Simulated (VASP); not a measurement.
# O on Co(0001): binding against coverage, part 9 of 12

Aim: adsorption energy and work function of O on Co(0001) from low coverage to a full layer.

VASP 6.6.1, plane waves and PAW; the level of theory is named at each step.

Still holding for the runs below: The magnetic state follows from one typed start and may not be the lowest.

So far. Step 13 (The vacuum level with the adsorbate, coverage 2/4 …): The vacuum level lies 6.15 eV above the Fermi level at the upper face; the two faces differ by 1.19 eV, the step that the slab's dipole of 0.140 e·Å makes. Step 14 (Relaxing the adsorbate, coverage 3/4, k-mesh 6×6×1): The run ended after 22 ionic steps, 0.293 eV below its first step, once the forces on the free atoms met EDIFFG = -0.03.

## (15) The vacuum level with the adsorbate, coverage 3/4, k-mesh 6×6×1

Level of this step: PBE, spin-polarised from a ferromagnetic start; plane waves and PAW (Co, O) (VASP).

File INCAR:

```
SYSTEM = Co16O3
PREC = Normal
ENCUT = 440
EDIFF = 1E-06
NELM = 120
ISMEAR = 1
SIGMA = 0.15
LREAL = Auto
ALGO = Fast
GGA = PE
NBANDS = 128
ISPIN = 2
MAGMOM = 2 2 2 2 2 2 2 2 2 2 2 2 2 2 2 2 0 0 0
LASPH = .TRUE.
LMAXMIX = 4
LORBIT = 11
LWAVE = .FALSE.
LCHARG = .FALSE.
KPAR = 4
NCORE = 2
IDIPOL = 3
LDIPOL = .TRUE.
DIPOL = 0.5 0.5 0.532
LVHAR = .TRUE.
LVACPOTAV = .TRUE.
```

File POSCAR:

```
Co16O3
1.0
    4.9784435704      0.0000000000      0.0000000000
    2.4892217852      4.3114586033      0.0000000000
    0.0000000000      0.0000000000     21.0421269460
Co O
16 3
Selective dynamics
Direct
    0.8333333300      0.3333333300      0.3564278500  F F F
    0.3333333300      0.3333333300      0.3564278500  F F F
    0.8333333300      0.8333333300      0.3564278500  F F F
    0.3333333300      0.8333333300      0.3564278500  F F F
    0.0000000000      0.0000000000      0.4521426200  F F F
    0.5000000000      0.0000000000      0.4521426200  F F F
    0.0000000000      0.5000000000      0.4521426200  F F F
    0.5000000000      0.5000000000      0.4521426200  F F F
    0.8335395524      0.3332302188      0.5491802653  T T T
    0.3332302188      0.3332302188      0.5491802653  T T T
    0.8333333300      0.8333333300      0.5501301958  T T T
    0.3332302188      0.8335395524      0.5491802653  T T T
    0.9959724386      0.9959724386      0.6468276054  T T T
    0.5080551227      0.9959724386      0.6468276054  T T T
    0.9959724386      0.5080551227      0.6468276054  T T T
    0.5000000000      0.5000000000      0.6484770676  T T T
    0.3320297478      0.3320297478      0.6984932342  T T T
    0.8359404945      0.3320297478      0.6984932342  T T T
    0.3320297478      0.8359404945      0.6984932342  T T T
```

File KPOINTS:

```
Automatic mesh
0
Gamma
6 6 1
0 0 0
```

The projector-augmented-wave data sets are Co and O (PBE family, release 64).

Launch:

```console
$ mpirun -np 8 vasp_std
```

The program printed:

```text
[... set-up lines as in an earlier step ...]
 entering main loop
       N       E                     dE             d eps       ncg     rms          rms(c)
DAV:   1     0.140743144573E+04    0.14074E+04   -0.63105E+04  3584   0.122E+03
DAV:   2     0.783728022838E+02   -0.13291E+04   -0.12191E+04  3584   0.307E+02
DAV:   3    -0.132880785105E+03   -0.21125E+03   -0.18326E+03  4152   0.145E+02
DAV:   4    -0.150487786238E+03   -0.17607E+02   -0.17228E+02  3944   0.436E+01
[...]
RMM:  49    -0.127380629516E+03   -0.75042E-05   -0.27285E-07  2791   0.131E-03    0.388E-03
RMM:  50    -0.127380631225E+03   -0.17096E-05   -0.69701E-08  2560   0.880E-04    0.301E-03
RMM:  51    -0.127380631327E+03   -0.10166E-06   -0.28965E-08  2107   0.617E-04
 [... a notice as in an earlier step ...]

   1 F= -.12738063E+03 E0= -.12738246E+03  d E =0.549567E-02  mag=    24.6246
```

The job ended after 1.7 min (8 MPI ranks of AMD EPYC 9R45, shared host; peak memory 3.1 GiB).

OUTCAR, selected parts (step 15):

```text
  Total        4.8693728      4.8693728     -3.7039902      0.0000000     -0.0000000      0.0000000
  in kB       17.2733338     17.2733338    -13.1393224      0.0000000     -0.0000000      0.0000000
  external PRESSURE =       7.1357817 kB  Pullay stress =       0.0000000 kB

 POSITION                                       TOTAL-FORCE (eV/Angst)
 -----------------------------------------------------------------------------------
      4.97844      1.43715      7.50000         0.001736     -0.001002      0.370061
      2.48922      1.43715      7.50000        -0.001736     -0.001002      0.370061
      6.22305      3.59288      7.50000        -0.000000      0.000000      0.280447
      3.73383      3.59288      7.50000        -0.000000      0.002004      0.370061
      0.00000      0.00000      9.51404        -0.013665     -0.007889     -0.318266
      2.48922      0.00000      9.51404         0.013665     -0.007889     -0.318266
      1.24461      2.15573      9.51404        -0.000000      0.015779     -0.318266
      3.73383      2.15573      9.51404        -0.000000      0.000000     -0.427881
      4.97921      1.43671     11.55592         0.003806     -0.002197     -0.003027
      2.48845      1.43671     11.55592        -0.003806     -0.002197     -0.003027
      6.22305      3.59288     11.57591        -0.000000      0.000000      0.007859
      3.73383      3.59377     11.55592         0.000000      0.004394     -0.003027
      7.43759      4.29409     13.61063         0.007466      0.004311      0.006806
      5.00852      4.29409     13.61063        -0.007466      0.004311      0.006806
[...]
-----------------------------------------------------------------------------------
    total drift:                                0.000065      0.000037      0.040340

  FREE ENERGIE OF THE ION-ELECTRON SYSTEM (eV)
  ---------------------------------------------------
  free  energy   TOTEN  =      -127.3806313269 eV

  energy  without entropy=     -127.3861270016  energy(sigma->0) =     -127.38246322

 magnetization (x)
# of ion       s       p       d       tot
------------------------------------------
    1       -0.008  -0.039   1.838   1.791
    2       -0.008  -0.039   1.838   1.791
    3       -0.011  -0.039   1.819   1.769
    4       -0.008  -0.039   1.838   1.791
    5       -0.010  -0.049   1.763   1.704
    6       -0.010  -0.049   1.763   1.704
    7       -0.010  -0.049   1.763   1.704
    8       -0.012  -0.050   1.774   1.712
    9       -0.011  -0.040   1.824   1.773
   10       -0.011  -0.040   1.824   1.773
   11       -0.012  -0.040   1.764   1.713
   12       -0.011  -0.040   1.824   1.773
   13       -0.002  -0.007   1.138   1.129
[...]
--------------------------------------------------
tot         -0.130  -0.470  25.443  24.842

[... 2 parts as in an earlier step ...]

[... 1 further part left out ...]
[key lines of the parts left out:]
E-fermi :   0.9853
```

Zero at the Fermi level. Planar average of the electrostatic potential against height:

```csv
height (Å),planar average of the electrostatic potential (eV)
0.0,6.50
0.5,5.99
1.0,4.95
1.5,4.95
2.0,4.95
2.5,4.95
3.0,4.95
3.5,4.95
4.0,4.94
4.5,4.92
5.0,4.86
5.5,4.64
6.0,3.85
6.5,1.10
7.0,-9.11
7.5,-22.2
8.0,-9.16
8.5,-0.904
9.0,-8.79
9.5,-22.1
10.0,-9.75
10.5,-0.734
11.0,-7.19
11.5,-22.1
12.0,-11.6
12.5,-0.982
13.0,-5.83
13.5,-21.9
14.0,-15.1
14.5,-8.41
15.0,-2.63
15.5,5.17
16.0,6.30
16.5,6.47
17.0,6.50
17.5,6.50
18.0,6.50
18.5,6.50
19.0,6.50
19.5,6.50
20.0,6.50
20.5,6.50
```

At the end the adsorbate's closest contact with the slab is O-Co at 1.79 Å, 1.45 Å to the side of the slab's atom, and its lowest atom lies 1.05 Å above the highest atom of the slab.

The vacuum level lies 6.50 eV above the Fermi level at the upper face; the two faces differ by 1.56 eV, the step that the slab's dipole of 0.184 e·Å makes.

VASP counts the dipole in electrons times Å, so a positive number points the physical dipole along −c.

The program found no field-free point at its default tolerance, and its printed vacuum level lies off the flat part of the planar average, by 0.00 eV at the upper face; the levels here are read from the flat part.

## (16) Relaxing the slab, cell 3 x 3, k-mesh 6×6×1

This step: PBE, spin-polarised from a ferromagnetic start; plane waves and PAW (Co) (VASP 6.6.1).

System of this step: Co(0001). The cell holds 27 atoms: 27 Co. Its edges and angles: a = 7.468 Å, b = 7.468 Å, c = 19.028 Å, α = 90.0°, β = 90.0°, γ = 60.0°. It derives from Co. 3 layers of hcp Co, cut at this functional's lattice. Vacuum lies along c.

File INCAR:

```
SYSTEM = Co
PREC = Normal
ENCUT = 440
EDIFF = 1E-05
NELM = 120
ISMEAR = 1
SIGMA = 0.15
LREAL = Auto
ALGO = Fast
GGA = PE
NBANDS = 176
ISPIN = 2
MAGMOM = 2 2 2 2 2 2 2 2 2 2 2 2 2 2 2 2 2 2 2 2 2 2 2 2 2 2 2
LASPH = .TRUE.
LMAXMIX = 4
LORBIT = 11
LWAVE = .FALSE.
LCHARG = .FALSE.
KPAR = 4
NCORE = 2
IBRION = 2
NSW = 30
ISIF = 2
EDIFFG = -0.03
POTIM = 0.4
MAXMIX = 40
IDIPOL = 3
LDIPOL = .TRUE.
DIPOL = 0.5 0.5 0.5
```

File POSCAR:

```
Co
1.0
    7.4676653556      0.0000000000      0.0000000000
    3.7338326778      6.4671879049      0.0000000000
    0.0000000000      0.0000000000     19.0280846307
Co
27
Selective dynamics
Direct
    0.0000000000      0.0000000000      0.3941542300  F F F
    0.3333333300      0.0000000000      0.3941542300  F F F
    0.6666666700      0.0000000000      0.3941542300  F F F
    0.0000000000      0.3333333300      0.3941542300  F F F
    0.3333333300      0.3333333300      0.3941542300  F F F
    0.6666666700      0.3333333300      0.3941542300  F F F
    0.0000000000      0.6666666700      0.3941542300  F F F
    0.3333333300      0.6666666700      0.3941542300  F F F
    0.6666666700      0.6666666700      0.3941542300  F F F
    0.8888888900      0.2222222200      0.5000000000  T T T
    0.2222222200      0.2222222200      0.5000000000  T T T
    0.5555555600      0.2222222200      0.5000000000  T T T
    0.8888888900      0.5555555600      0.5000000000  T T T
    0.2222222200      0.5555555600      0.5000000000  T T T
    0.5555555600      0.5555555600      0.5000000000  T T T
    0.8888888900      0.8888888900      0.5000000000  T T T
    0.2222222200      0.8888888900      0.5000000000  T T T
    0.5555555600      0.8888888900      0.5000000000  T T T
    0.0000000000      0.0000000000      0.6058457700  T T T
    0.3333333300      0.0000000000      0.6058457700  T T T
    0.6666666700      0.0000000000      0.6058457700  T T T
    0.0000000000      0.3333333300      0.6058457700  T T T
    0.3333333300      0.3333333300      0.6058457700  T T T
    0.6666666700      0.3333333300      0.6058457700  T T T
    0.0000000000      0.6666666700      0.6058457700  T T T
    0.3333333300      0.6666666700      0.6058457700  T T T
    0.6666666700      0.6666666700      0.6058457700  T T T
```

KPOINTS is that of step 15.

The projector-augmented-wave data sets are Co (PBE family, release 64).

Launch:

```console
$ mpirun -np 8 vasp_std
```

The program printed:

```text
[banner, memory and clock lines left out]
running    8 mpi-ranks, on    1 nodes
[...]
LDA part: xc-table for (Slater+PW92), standard interpolation
 POSCAR, INCAR and KPOINTS ok, starting setup
[...]
entering main loop
       N       E                     dE             d eps       ncg     rms          rms(c)
DAV:   1     0.177191432954E+04    0.17719E+04   -0.93194E+04  4928   0.123E+03
DAV:   2    -0.582556802637E+02   -0.18302E+04   -0.17095E+04  4928   0.307E+02
DAV:   3    -0.198562107281E+03   -0.14031E+03   -0.12494E+03  5240   0.123E+02
DAV:   4    -0.202682174971E+03   -0.41201E+01   -0.40665E+01  5288   0.238E+01
[...]
RMM:  28    -0.176881415901E+03   -0.19558E-04   -0.74127E-06  2881   0.589E-03    0.397E-03
RMM:  29    -0.176881437367E+03   -0.21466E-04   -0.29295E-06  2685   0.417E-03    0.382E-03
RMM:  30    -0.176881447233E+03   -0.98658E-05   -0.27341E-06  2647   0.358E-03
   1 F= -.17688145E+03 E0= -.17687873E+03  d E =-.176881E+03  mag=    44.5361
[... from here on, the cycles between the ionic steps are left out ...]
   2 F= -.17689748E+03 E0= -.17689461E+03  d E =-.160361E-01  mag=    44.5178
   3 F= -.17692424E+03 E0= -.17692093E+03  d E =-.427881E-01  mag=    44.4767
   4 F= -.17692595E+03 E0= -.17692251E+03  d E =-.445039E-01  mag=    44.4658
   5 F= -.17694167E+03 E0= -.17693809E+03  d E =-.157209E-01  mag=    44.4550
   6 F= -.17696006E+03 E0= -.17695604E+03  d E =-.341079E-01  mag=    44.4306
   7 F= -.17696051E+03 E0= -.17695655E+03  d E =-.345620E-01  mag=    44.4351
[...]
reached required accuracy - stopping structural energy minimisation
```

Wall time 8 min (8 MPI ranks); peak memory 6.1 GiB.

OUTCAR, selected parts (step 16):

```text
  Total      -14.8964570    -14.8964570     -0.5992374     -0.0000000      0.0000000      0.0000000
  in kB      -25.9715678    -25.9715678     -1.0447542     -0.0000000      0.0000000      0.0000000
  external PRESSURE =     -17.6626299 kB  Pullay stress =       0.0000000 kB

 POSITION                                       TOTAL-FORCE (eV/Angst)
 -----------------------------------------------------------------------------------
      0.00000      0.00000      7.50000         0.000000      0.000000      0.004383
      2.48922      0.00000      7.50000        -0.000000      0.000000      0.004383
      4.97844      0.00000      7.50000         0.000000      0.000000      0.004383
      1.24461      2.15573      7.50000         0.000000      0.000000      0.004383
      3.73383      2.15573      7.50000        -0.000000      0.000000      0.004383
      6.22305      2.15573      7.50000         0.000000      0.000000      0.004383
      2.48922      4.31146      7.50000         0.000000      0.000000      0.004383
      4.97844      4.31146      7.50000         0.000000      0.000000      0.004383
      7.46767      4.31146      7.50000         0.000000      0.000000      0.004383
      7.46767      1.43715      9.47601        -0.000000     -0.000000      0.006155
      2.48922      1.43715      9.47601        -0.000000     -0.000000      0.006155
      4.97844      1.43715      9.47601        -0.000000     -0.000000      0.006155
      8.71228      3.59288      9.47601        -0.000000     -0.000000      0.006155
      3.73383      3.59288      9.47601        -0.000000      0.000000      0.006155
[...]
-----------------------------------------------------------------------------------
    total drift:                                0.000001      0.000001     -0.031087

  FREE ENERGIE OF THE ION-ELECTRON SYSTEM (eV)
  ---------------------------------------------------
  free  energy   TOTEN  =      -176.9605131638 eV

  energy  without entropy=     -176.9486112233  energy(sigma->0) =     -176.95654585

 magnetization (x)
# of ion       s       p       d       tot
------------------------------------------
    1       -0.012  -0.046   1.747   1.689
    2       -0.012  -0.046   1.747   1.689
    3       -0.012  -0.046   1.747   1.689
    4       -0.012  -0.046   1.747   1.689
    5       -0.012  -0.046   1.747   1.689
    6       -0.012  -0.046   1.747   1.689
    7       -0.012  -0.046   1.747   1.689
    8       -0.012  -0.046   1.747   1.689
    9       -0.012  -0.046   1.747   1.689
   10       -0.018  -0.058   1.703   1.627
   11       -0.018  -0.058   1.703   1.627
   12       -0.018  -0.058   1.703   1.627
   13       -0.018  -0.058   1.703   1.627
[...]
--------------------------------------------------
tot         -0.384  -1.345  46.773  45.044

[... 1 part as in an earlier step ...]

[... 3 further parts left out ...]
[key lines of the parts left out:]
E-fermi :   0.0223
```

Relaxation path:

```csv
step,energy less that of the first step (eV),largest force (eV/Å)
1,0.0000,0.2243
2,-0.0160,0.1854
3,-0.0428,0.1493
4,-0.0445,0.1903
5,-0.0602,0.1409
6,-0.0786,0.0309
7,-0.0791,0.0105
```

The atoms that moved most (Å):

```csv
atom,dx,dy,dz,length
Co25,0.000,0.000,-0.075,0.075
Co26,0.000,0.000,-0.075,0.075
Co24,0.000,0.000,-0.075,0.075
Co23,0.000,0.000,-0.075,0.075
Co21,0.000,0.000,-0.075,0.075
Co22,0.000,0.000,-0.075,0.075
Co19,0.000,0.000,-0.075,0.075
Co27,0.000,0.000,-0.075,0.075
```

The relaxed structure:

```cif
data_structure
_symmetry_space_group_name_H-M 'P 1'
_symmetry_Int_Tables_number 1
_cell_length_a 7.4677
_cell_length_b 7.4677
_cell_length_c 19.0281
_cell_angle_alpha 90.000
_cell_angle_beta 90.000
_cell_angle_gamma 60.000
_cell_volume 918.96
loop_
_atom_site_label
_atom_site_type_symbol
_atom_site_fract_x
_atom_site_fract_y
_atom_site_fract_z
_atom_site_occupancy
Co1 Co 0.00000 0.00000 0.39415 1
Co2 Co 0.33333 0.00000 0.39415 1
Co3 Co 0.66667 0.00000 0.39415 1
Co4 Co 0.00000 0.33333 0.39415 1
Co5 Co 0.33333 0.33333 0.39415 1
Co6 Co 0.66667 0.33333 0.39415 1
Co7 Co 0.00000 0.66667 0.39415 1
Co8 Co 0.33333 0.66667 0.39415 1
Co9 Co 0.66667 0.66667 0.39415 1
Co10 Co 0.88889 0.22222 0.49800 1
Co11 Co 0.22222 0.22222 0.49800 1
Co12 Co 0.55556 0.22222 0.49800 1
Co13 Co 0.88889 0.55556 0.49800 1
Co14 Co 0.22222 0.55556 0.49800 1
Co15 Co 0.55556 0.55556 0.49800 1
Co16 Co 0.88889 0.88889 0.49800 1
Co17 Co 0.22222 0.88889 0.49800 1
Co18 Co 0.55556 0.88889 0.49800 1
Co19 Co 0.00000 0.00000 0.60193 1
Co20 Co 0.33333 0.00000 0.60193 1
Co21 Co 0.66667 0.00000 0.60193 1
Co22 Co 0.00000 0.33333 0.60193 1
Co23 Co 0.33333 0.33333 0.60193 1
Co24 Co 0.66667 0.33333 0.60193 1
Co25 Co 0.00000 0.66667 0.60193 1
Co26 Co 0.33333 0.66667 0.60193 1
Co27 Co 0.66667 0.66667 0.60193 1
```

Spin moment in the PAW sphere by element, in μB:

```csv
element,atoms,mean,spread (r.m.s.),least,largest
Co,27,1.67,0.03,1.63,1.69
```

The atoms farthest from the mean of their element:

```csv
atom,"x, y, z (Å)",spin moment in the PAW sphere (μB)
Co13,"8.71, 3.59, 9.48",1.63
Co16,"9.96, 5.75, 9.48",1.63
Co14,"3.73, 3.59, 9.48",1.63
Co15,"6.22, 3.59, 9.48",1.63
Co11,"2.49, 1.44, 9.48",1.63
Co12,"4.98, 1.44, 9.48",1.63
Co10,"7.47, 1.44, 9.48",1.63
Co17,"4.98, 5.75, 9.48",1.63
```

The run ended after 7 ionic steps, 0.079 eV below its first step, once the forces on the free atoms met EDIFFG = -0.03.

(Part 9 of 12 ends here.)

[Lines on the potential files, build, host, timing and source positions are cut from VASP's logs without a mark.]

[Logs are printed without paths, hosts, clocks, repeated set-up lines and the standing remarks that a program may print on its own settings, such as how far it seeks lower states.]

[Hosts, paths, dates, database ids (printed as entryN), source tags and the programs' standing remarks are cut or masked in the printed files.]

[Runs that stopped without an error message from VASP are left out.]
